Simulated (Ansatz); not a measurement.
Crystal: PbS (Galena).

```
Pb S
1.0
     0.00000    2.96575    2.96575
     2.96575    0.00000    2.96575
     2.96575    2.96575    0.00000
Pb S
1 1
Cartesian
  0.0000 0.0000 0.0000
  2.9657 2.9657 2.9657
```

Base run:

* Program: Ansatz 0.2.0
* Functional: PBE
* Potentials or basis: all-electron LAPW, scalar-relativistic
* Cutoff: 178 eV (chosen from the basis error)
* Basis error allowed: 0.001 eV/atom
* k mesh: 8 × 8 × 8
* Occupations: gaussian, width 0.019 eV
* Spin: no spin polarisation

Its results: band gap on the k mesh 0.36 eV, direct; pressure 2.2 GPa.

**Question.** The run is repeated on the same cell with these changes: functional from PBE to revPBE; occupations from gaussian, width 0.019 eV to fermi-dirac, width 0.05 eV. What comes out?

**Answer.** Band gap on the k mesh 0.43 eV, direct; pressure 3.7 GPa.

Caveats: spin-orbit coupling is left out, which as a rule narrows the gap of such compounds by several tenths of an eV.
